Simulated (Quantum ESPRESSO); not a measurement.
# Pb under changes of volume

One of the cells (31.034 Å³/atom); the others are scaled copies at fixed shape and fractional positions:

```xyz
1
Lattice="-1.9797 1.9797 1.9797 1.9797 -1.9797 1.9797 1.9797 1.9797 -1.9797" Properties=species:S:1:pos:R:3 pbc="T T T"
Pb    0.0000    0.0000    0.0000
```

This isn't the form of Pb at room conditions, which is fcc.

```yaml
Program: Quantum ESPRESSO 7.5
Functional: r2SCAN
Potentials_or_basis: SG15 PBE 1.2
Cutoff: 762 eV
Density_cutoff: 3048 eV
k_mesh: 7 × 7 × 7
Occupations: fermi-dirac, width 0.05 eV
Spin: no spin polarisation
```

```csv
volume (Å³/atom),energy over the lowest point (meV/atom),pressure (GPa)
29.172,0.00,0.5
29.792,0.37,-0.6
30.413,?,?
31.034,12.84,-2.5
31.654,23.97,-3.2
32.275,37.77,-3.8
32.896,53.86,-4.3
```

Q: What does the run at 30.413 Å³/atom give?

A: Energy over the lowest point 4.82 meV/atom; pressure -1.6 GPa.

Worked out: A Birch-Murnaghan fit of order 3 (a polynomial in V^(-2/3)) to the other rows has its minimum at 29.43 Å³/atom with B0 = V·E''(V) = 55 GPa and B' = 5.7. It gives 4.82 meV/atom at 30.413 Å³/atom, against the run's 4.82, and -dE/dV = -1.6 GPa, against -1.6.

Energies are extrapolated to zero smearing.

Caveats: the potentials were made for another functional, which shifts forces and pressure.
